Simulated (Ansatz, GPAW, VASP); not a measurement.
**Mg: programs and potentials compared**

```
Mg
1.0
     3.20930    0.00000    0.00000
    -1.60465    2.77934    0.00000
     0.00000    0.00000    5.21030
Mg
2
Direct
  0.66667 0.33333 0.75000
  0.33333 0.66667 0.25000
```

Alike in all runs: task single point; functional PBE; k mesh 10 × 10 × 5; occupations gaussian, width 0.017 eV; no spin polarisation; no spin-orbit coupling. Pressure is positive in compression and, in plane waves, holds the error of the finite cutoff, which Ansatz's Pulay term estimates and takes out.

```csv
program and potentials,plane-wave cutoff (eV),notes,pressure (GPa)
"Ansatz, Ansatz PAW",420,10 valence electrons an atom on average,-0.45
"VASP, PBE PAW files Mg, 520 eV",520,2 valence electrons an atom on average,-0.58
"GPAW, GPAW PAW data sets (gpaw-data 1.2.1)",800,10 valence electrons an atom on average,-0.53
"Ansatz, all-electron LAPW, scalar-relativistic",-,-,-0.46
```

The pressure spans -0.58 (VASP, PBE PAW files Mg, 520 eV) to -0.45 GPa (Ansatz, Ansatz PAW), with all-electron results at -0.46.

Differences between rows come from potentials, basis sets and numerical settings, since the functional is the same but for its coding. Runs on potential files found faulty are left out.
